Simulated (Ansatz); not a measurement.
Stiffness of Ba from strained cells

```yaml
crystal:
  lattice:
    - [-2.50000, 2.50000, 2.50000]
    - [2.50000, -2.50000, 2.50000]
    - [2.50000, 2.50000, -2.50000]
  atoms:
    - { symbol: Ba, position: [0.00000, 0.00000, 0.00000] }
```

The cell is a measured one (Crystallography Open Database entry 9008528); the temperature and pressure of the measurement aren't taken into account, and nothing was relaxed.

Spin–orbit coupling is left out, though it moves levels of the heavy atoms by tenths of an eV or more.

These are results of DFT, PBE, all-electron LAPW, scalar-relativistic in Ansatz 0.2.0, not measurements.

The runs use a Γ-centred 10×10×10 k mesh, Fermi–Dirac smearing of 0.05 eV, basis error target 0.5 meV/atom, no spin polarisation.

The unstrained cell is at 0.11 GPa. Large strains and very small stresses are left out. Each strain is applied once, with fractional coordinates held (clamped ions), and σ below is the change of stress, positive in tension. One finite strain gives stress–strain coefficients at this pressure with an error of the order of the strain times third-order constants, a few per cent for each per cent of strain. In a metal the k mesh adds noise of tens of per cent to soft shears.

Q: Estimate the stiffness probed by this change, and the stress that it gives: z strained by -2 % at fixed volume.

A: σzz − σxx = -0.16 GPa and εzz − εxx = -0.0302, so C11 − C12 = (σzz − σxx)/(εzz − εxx) = 5 GPa.

Q: Scaling the volume by 0.9800 and 1.0200 gives 0.30 GPa and -0.06 GPa. Combine this with the best C11 − C12 to estimate C11 and C12.

A: B = −ΔP/Δln V = 9.1 GPa = (C11 + 2 C12)/3; with C11 − C12 = 5.3 GPa, C11 = B + (2/3)(C11 − C12) = 13 GPa and C12 = B − (C11 − C12)/3 = 7 GPa.
